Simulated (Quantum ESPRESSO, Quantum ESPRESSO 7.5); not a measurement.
# blue phosphorene, 1 layer, rectangular cell, stepped through strain along the first axis

Wanted: a table for blue phosphorene, 1 layer, rectangular cell against strain along the first axis, and what can be fitted to it.

Main program and level: Quantum ESPRESSO 7.5; plane-wave DFT, PBE, GBRV ultrasoft pseudopotentials.

## (1) The starting structure

The cell holds 4 atoms: 4 P. Cell: a = 3.280 Å, b = 5.681 Å, c = 16.240 Å, α = 90.0°, β = 90.0°, γ = 90.0°. It derives from P. Vacuum lies along c.

Set-up: Cell and atoms are first relaxed; each strained cell is then held, the other axis too, and the atoms relax in it. A periodic run with 15 Å of vacuum in the starting cell gives the vacuum levels, and bands follow along a path.

Members -2, -1, 0, 1 and 2 took the same steps and show in the table alone.

## (2) Variable-cell relaxation of the reference

What the set-up leaves free in this member is relaxed.

ref.relax.in

```
&control
  prefix = 'ref.relax'
  outdir = './out'
  pseudo_dir = './pseudo'
  nstep = 80
  forc_conv_thr = 0.0004
  calculation = 'vc-relax'
  etot_conv_thr = 1e-06
/
&system
  ibrav = 0
  nat = 4
  ntyp = 1
  ecutwfc = 50
  ecutrho = 250
  occupations = 'smearing'
  smearing = 'fd'
  degauss = 0.004
/
&electrons
  conv_thr = 1e-09
  mixing_beta = 0.4
  electron_maxstep = 120
  mixing_mode = 'plain'
/
&ions
/
&cell
  cell_dofree = '2Dxy'
  press_conv_thr = 0.3
/
ATOMIC_SPECIES
  P   30.9738  p_pbe_v1.5.uspp.F.UPF
CELL_PARAMETERS angstrom
  3.28000000000000 0.00000000000000 0.00000000000000
  0.00000000000000 5.68112664882592 0.00000000000000
  0.00000000000000 0.00000000000000 16.24000000000000
ATOMIC_POSITIONS crystal
  P   0.500000000000 0.166666666600 0.461822660099
  P   0.000000000100 0.666666666600 0.461822660099
  P   0.999999999900 0.333333333400 0.538177339901
  P   0.500000000000 0.833333333300 0.538177339901
K_POINTS automatic
  10 6 1 0 0 0
```

Launch:

```sh
> OMP_NUM_THREADS=1 mpirun -n 4 pw.x -nk 4 -in ref.relax.in > ref.relax.out
```

What it wrote:

```text
Program PWSCF v.7.5 starts
[citation notice left out]

     Parallel version (MPI & OpenMP), running on       4 processor cores
     Number of MPI processes:                 4
     Threads/MPI process:                     1

     MPI processes distributed on     1 nodes
[...]
Current dimensions of program PWSCF are:
     Max number of different atomic species (ntypx) = 10
     Max number of k-points (npk) =  40000
     Max angular momentum in pseudopotentials (lmaxx) =  4
     Found identity + ( -0.5000 -0.5000  0.0000) symmetry
     This is a supercell, fractional translations are disabled
     Message from routine setup:
     using ibrav=0 with symmetry is DISCOURAGED, use correct ibrav instead

     K-points division:     npool     =       4
     Subspace diagonalization in iterative solution of the eigenvalue problem:
     a serial algorithm will be used

     G-vector sticks info
     --------------------
     sticks:   dense  smooth     PW     G-vecs:    dense   smooth      PW
     Sum        1325    1047    309               136379    97385   15447

     Using Slab Decomposition

     bravais-lattice index     =            0
     lattice parameter (alat)  =       6.1983  a.u.
     unit-cell volume          =    2042.1655 (a.u.)^3
     number of atoms/cell      =            4
     number of atomic types    =            1
     number of electrons       =        20.00
     number of Kohn-Sham states=           14
     kinetic-energy cutoff     =      50.0000  Ry
     charge density cutoff     =     250.0000  Ry
     scf convergence threshold =      1.0E-09
     mixing beta               =       0.4000
     number of iterations used =            8  plain     mixing
     energy convergence thresh.=      1.0E-06
     force convergence thresh. =      4.0E-04
     press convergence thresh. =      3.0E-01
     Exchange-correlation=  SLA  PW   PBX  PBC
                           (   1   4   3   4   0   0   0)
     nstep                     =           80

     celldm(1)=   6.198302  celldm(2)=   0.000000  celldm(3)=   0.000000
     celldm(4)=   0.000000  celldm(5)=   0.000000  celldm(6)=   0.000000

     crystal axes: (cart. coord. in units of alat)
               a(1) = (   1.000000   0.000000   0.000000 )
               a(2) = (   0.000000   1.732051   0.000000 )
               a(3) = (   0.000000   0.000000   4.951220 )

     reciprocal axes: (cart. coord. in units 2 pi/alat)
               b(1) = (  1.000000  0.000000  0.000000 )
               b(2) = (  0.000000  0.577350  0.000000 )
               b(3) = (  0.000000  0.000000  0.201970 )

     PseudoPot. # 1 for P  read from file:
     ./pseudo/p_pbe_v1.5.uspp.F.UPF
     Pseudo is Ultrasoft + core correction, Zval =  5.0
     Generated by new atomic code, or converted to UPF format
     Using radial grid of  903 points,  6 beta functions with:
                l(1) =   0
                l(2) =   0
                l(3) =   1
                l(4) =   1
                l(5) =   2
                l(6) =   2
     Q(r) pseudized with  8 coefficients,  rinner =    1.300   1.300   1.300
                                                       1.300   1.300

     atomic species   valence    mass     pseudopotential
     P                 5.00    30.97380     P ( 1.00)

      4 Sym. Ops., with inversion, found

   Cartesian axes

     site n.     atom                  positions (alat units)
         1        P      tau(   1) = (   0.5000000   0.2886751   2.2865854  )
         2        P      tau(   2) = (   0.0000000   1.1547005   2.2865854  )
         3        P      tau(   3) = (   1.0000000   0.5773503   2.6646341  )
         4        P      tau(   4) = (   0.5000000   1.4433757   2.6646341  )

     number of k points=    24  Fermi-Dirac smearing, width (Ry)=  0.0040
                       cart. coord. in units 2pi/alat
        k(    1) = (   0.0000000   0.0000000   0.0000000), wk =   0.0333333
        k(    2) = (   0.0000000   0.0962250   0.0000000), wk =   0.0666667
        k(    3) = (   0.0000000   0.1924501   0.0000000), wk =   0.0666667
        k(    4) = (   0.0000000  -0.2886751   0.0000000), wk =   0.0333333
        k(    5) = (   0.1000000   0.0000000   0.0000000), wk =   0.0666667
        k(    6) = (   0.1000000   0.0962250   0.0000000), wk =   0.1333333
        k(    7) = (   0.1000000   0.1924501   0.0000000), wk =   0.1333333
        k(    8) = (   0.1000000  -0.2886751   0.0000000), wk =   0.0666667
        k(    9) = (   0.2000000   0.0000000   0.0000000), wk =   0.0666667
        k(   10) = (   0.2000000   0.0962250   0.0000000), wk =   0.1333333
[...]
k(   24) = (  -0.5000000  -0.2886751   0.0000000), wk =   0.0333333

     Dense  grid:   136379 G-vectors     FFT dimensions: (  32,  60, 160)

     Smooth grid:    97385 G-vectors     FFT dimensions: (  27,  50, 144)

     Estimated max dynamical RAM per process >     217.02 MB

     Estimated total dynamical RAM >     768.19 MB

     Initial potential from superposition of free atoms

     starting charge      19.9994, renormalised to      20.0000

     negative rho (up, down):  8.061E-05 0.000E+00
     Starting wfcs are   16 randomized atomic wfcs

     total cpu time spent up to now is        1.4 secs

     per-process dynamical memory:    96.3 Mb

     Self-consistent Calculation

     iteration #  1     ecut=    50.00 Ry     beta= 0.40
     Davidson diagonalization with overlap
     ethr =  1.00E-02,  avg # of iterations =  2.7

     Threshold (ethr) on eigenvalues was too large:
     Diagonalizing with lowered threshold

     Davidson diagonalization with overlap
     ethr =  3.02E-04,  avg # of iterations =  3.5

     negative rho (up, down):  9.640E-06 0.000E+00

     total cpu time spent up to now is        6.1 secs

     total energy              =     -62.06557060 Ry
     estimated scf accuracy    <       0.06179123 Ry

     iteration #  2     ecut=    50.00 Ry     beta= 0.40
[...]
negative rho (up, down):  6.485E-05 0.000E+00

[...]
total energy              =     -62.06307253 Ry
     estimated scf accuracy    <       0.01818766 Ry

     iteration #  3     ecut=    50.00 Ry     beta= 0.40
[...]
negative rho (up, down):  8.391E-05 0.000E+00

[...]
total energy              =     -62.06440389 Ry
     estimated scf accuracy    <       0.00049131 Ry

     iteration #  4     ecut=    50.00 Ry     beta= 0.40
[...]
negative rho (up, down):  9.892E-05 0.000E+00

[...]
Using Slab Decomposition

     bravais-lattice index     =            0
     lattice parameter (alat)  =       6.1983  a.u.
     unit-cell volume          =    2042.4252 (a.u.)^3
     number of atoms/cell      =            4
     number of atomic types    =            1
     number of electrons       =        20.00
     number of Kohn-Sham states=           14
     kinetic-energy cutoff     =      50.0000  Ry
     charge density cutoff     =     250.0000  Ry
     scf convergence threshold =      1.0E-11
     mixing beta               =       0.4000
     number of iterations used =            8  plain     mixing
     press convergence thresh. =      3.0E-01
     Exchange-correlation=  SLA  PW   PBX  PBC
                           (   1   4   3   4   0   0   0)

     celldm(1)=   6.198302  celldm(2)=   0.000000  celldm(3)=   0.000000
     celldm(4)=   0.000000  celldm(5)=   0.000000  celldm(6)=   0.000000

     crystal axes: (cart. coord. in units of alat)
               a(1) = (   1.000080   0.000000   0.000000 )
               a(2) = (   0.000000   1.732133   0.000000 )
               a(3) = (   0.000000   0.000000   4.951220 )

     reciprocal axes: (cart. coord. in units 2 pi/alat)
               b(1) = (  0.999920  0.000000  0.000000 )
               b(2) = (  0.000000  0.577323  0.000000 )
               b(3) = (  0.000000  0.000000  0.201970 )

     PseudoPot. # 1 for P  read from file:
     ./pseudo/p_pbe_v1.5.uspp.F.UPF
     Pseudo is Ultrasoft + core correction, Zval =  5.0
     Generated by new atomic code, or converted to UPF format
     Using radial grid of  903 points,  6 beta functions with:
                l(1) =   0
                l(2) =   0
                l(3) =   1
                l(4) =   1
                l(5) =   2
                l(6) =   2
     Q(r) pseudized with  8 coefficients,  rinner =    1.300   1.300   1.300
                                                       1.300   1.300

     atomic species   valence    mass     pseudopotential
     P                 5.00    30.97380     P ( 1.00)

      4 Sym. Ops., with inversion, found

   Cartesian axes

     site n.     atom                  positions (alat units)
         1        P      tau(   1) = (   0.5000399   0.2886898   2.2864160  )
         2        P      tau(   2) = (   0.0000000   1.1547560   2.2864159  )
         3        P      tau(   3) = (   1.0000797   0.5773770   2.6648036  )
         4        P      tau(   4) = (   0.5000399   1.4434431   2.6648035  )

     number of k points=    24  Fermi-Dirac smearing, width (Ry)=  0.0040
                       cart. coord. in units 2pi/alat
        k(    1) = (   0.0000000   0.0000000   0.0000000), wk =   0.0333333
        k(    2) = (   0.0000000   0.0962205   0.0000000), wk =   0.0666667
        k(    3) = (   0.0000000   0.1924410   0.0000000), wk =   0.0666667
        k(    4) = (   0.0000000  -0.2886614   0.0000000), wk =   0.0333333
        k(    5) = (   0.0999920   0.0000000   0.0000000), wk =   0.0666667
        k(    6) = (   0.0999920   0.0962205   0.0000000), wk =   0.1333333
        k(    7) = (   0.0999920   0.1924410   0.0000000), wk =   0.1333333
        k(    8) = (   0.0999920  -0.2886614   0.0000000), wk =   0.0666667
        k(    9) = (   0.1999841   0.0000000   0.0000000), wk =   0.0666667
        k(   10) = (   0.1999841   0.0962205   0.0000000), wk =   0.1333333
[...]
k(   24) = (  -0.4999601  -0.2886614   0.0000000), wk =   0.0333333

     Dense  grid:   136411 G-vectors     FFT dimensions: (  32,  60, 160)

     Smooth grid:    97409 G-vectors     FFT dimensions: (  27,  50, 144)

     Estimated max dynamical RAM per process >     218.10 MB

     Estimated total dynamical RAM >     772.49 MB

     Initial potential from superposition of free atoms

     starting charge      19.9994, renormalised to      20.0000

     negative rho (up, down):  8.070E-05 0.000E+00
     Starting wfcs are   16 randomized atomic wfcs

     total cpu time spent up to now is       64.3 secs

     per-process dynamical memory:    96.8 Mb

     Self-consistent Calculation

     iteration #  1     ecut=    50.00 Ry     beta= 0.40
     Davidson diagonalization with overlap
     c_bands:  1 eigenvalues not converged
     c_bands:  1 eigenvalues not converged
     c_bands:  1 eigenvalues not converged
     c_bands:  1 eigenvalues not converged
     c_bands:  1 eigenvalues not converged
     ethr =  1.00E-06,  avg # of iterations = 18.7

     negative rho (up, down):  1.143E-05 0.000E+00

     total cpu time spent up to now is       73.1 secs

     total energy              =     -62.06643503 Ry
     estimated scf accuracy    <       0.06278841 Ry

[...]
iteration # 11     ecut=    50.00 Ry     beta= 0.40
[...]
negative rho (up, down):  1.242E-04 0.000E+00

[...]
End of self-consistent calculation

          k = 0.0000 0.0000 0.0000 ( 12121 PWs)   bands (ev):

   -17.1610 -14.0441 -12.0063  -9.4421  -6.1742  -5.3248  -4.3977  -3.4470
    -3.1771  -3.1768  -1.0422   0.5040   0.7177   0.8531

          k = 0.0000 0.0962 0.0000 ( 12134 PWs)   bands (ev):

   -17.0492 -14.5826 -11.3122  -9.3680  -6.5599  -5.2302  -4.0595  -3.9585
    -3.4246  -3.3819  -1.0795   0.5342   0.5936   1.1690

          k = 0.0000 0.1924 0.0000 ( 12140 PWs)   bands (ev):

   -16.7161 -15.4330 -10.0779  -9.1921  -7.0865  -5.6428  -4.9522  -3.9594
    -3.3143  -3.2170  -1.1135  -0.1337   1.0722   1.8064

          k = 0.0000-0.2887 0.0000 ( 12172 PWs)   bands (ev):

   -16.1699 -16.1699  -9.2090  -9.2090  -6.9273  -6.9273  -4.5114  -4.5114
    -3.0879  -3.0879  -0.7984  -0.7984   2.2546   2.2557

          k = 0.1000 0.0000 0.0000 ( 12142 PWs)   bands (ev):

   -17.0403 -13.9202 -11.9943  -9.3623  -6.5434  -5.6249  -4.3680  -4.0992
    -3.4704  -3.3768  -0.0217   0.3294   0.7227   0.9036

          k = 0.1000 0.0962 0.0000 ( 12162 PWs)   bands (ev):

   -16.9289 -14.4667 -11.3049  -9.2953  -6.6348  -5.8574  -4.7250  -3.8904
    -3.6835  -3.3168  -0.2452   0.3856   0.6865   1.2760

[...]
the Fermi energy is    -2.0526 ev

!    total energy              =     -62.06481569 Ry
     estimated scf accuracy    <          9.1E-13 Ry
     smearing contrib. (-TS)   =      -0.00000000 Ry
     internal energy E=F+TS    =     -62.06481569 Ry

     The total energy is F=E-TS. E is the sum of the following terms:
     one-electron contribution =    -246.33707833 Ry
     hartree contribution      =     126.26225848 Ry
     xc contribution           =     -23.52998179 Ry
     ewald contribution        =      81.53998595 Ry

     convergence has been achieved in  11 iterations

     negative rho (up, down):  1.242E-04 0.000E+00

     Forces acting on atoms (cartesian axes, Ry/au):

     atom    1 type  1   force =     0.00000000    0.00000281    0.00002754
     atom    2 type  1   force =     0.00000000    0.00000323    0.00002733
     atom    3 type  1   force =     0.00000000   -0.00000323   -0.00002733
     atom    4 type  1   force =     0.00000000   -0.00000281   -0.00002754

     Total force =     0.000055     Total SCF correction =     0.000001

     Computing stress (Cartesian axis) and pressure

     negative rho (up, down):  1.242E-04 0.000E+00
          total   stress  (Ry/bohr**3)                   (kbar)     P=        0.05
   0.00000076   0.00000000   0.00000000            0.11        0.00        0.00
   0.00000000   0.00000033  -0.00000001            0.00        0.05       -0.00
   0.00000000  -0.00000001  -0.00000009            0.00       -0.00       -0.01

[...]
=------------------------------------------------------------------------------=
   JOB DONE.
=------------------------------------------------------------------------------=
```

It took 1.7 min on 4 MPI ranks of Arm Neoverse V1, shared host; peak memory 0.92 GiB; 6.7 min of CPU time.

Little changed from the start: no atom moved by 0.005 Å and no cell edge by 0.1 %.

 The last row is no step: it is a fresh SCF in the final cell with a new plane-wave basis, +0 meV from the row before.

This step gave:

```
free energy  : -844.4348 eV
Fermi energy : -2.053 eV
```

[end of part 1 of 5]

[Logs are printed without paths, hosts, clocks, repeated set-up lines and the standing remarks that a program may print on its own settings, such as how far it seeks lower states.]

[Hosts, paths, dates, database ids (printed as entryN), source tags and the programs' standing remarks are cut or masked in the printed files.]

[Maps of the electrostatic potential energy from Ansatz leave out the sawtooth potential of an applied field or a dipole correction, so their vacuum need not be flat; planar profiles and work functions include it.]
